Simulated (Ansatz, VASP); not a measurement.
# HfN in VASP and in Ansatz

```
Hf N
1.0
     0.00000    2.21289    2.21289
     2.21289    0.00000    2.21289
     2.21289    2.21289    0.00000
Hf N
1 1
Cartesian
  0.0000 0.0000 0.0000
  2.2129 2.2129 2.2129
```

Change from the starting cell: volume scaled by 0.94, crystal datasets.

Alike in both runs: task electric field gradients; functional PBEsol; k mesh 10 × 10 × 10; occupations fermi-dirac, width 0.01 eV; no spin polarisation.

|  | VASP | Ansatz |
| --- | --- | --- |
| version | VASP 6.6.1 | Ansatz 0.2.0 |
| potentials or method | VASP PAW PBE potentials, release 64 (Hf_pv, N), cutoff 520 eV | all-electron PAW with datasets made for the crystal, scalar-relativistic |

VASP gave:

- pressure (GPa): 13.9
- Vzz of the field gradient on the site that differs most (V/Å²): 0.0

Problem. Which values does Ansatz return?

Solution. Pressure (GPa): 16.2; Vzz of the field gradient on the site that differs most (V/Å²): 0.0.

Ansatz ran all-electron here, so the differences hold the error of VASP's frozen core and of both bases. Ansatz warned: «gradients_without_spin_orbit».

Caveats: the PAW data sets were made with another functional, which shifts forces and pressure a little (VASP). Spin-orbit coupling is left out, which matters for the levels of Hf.
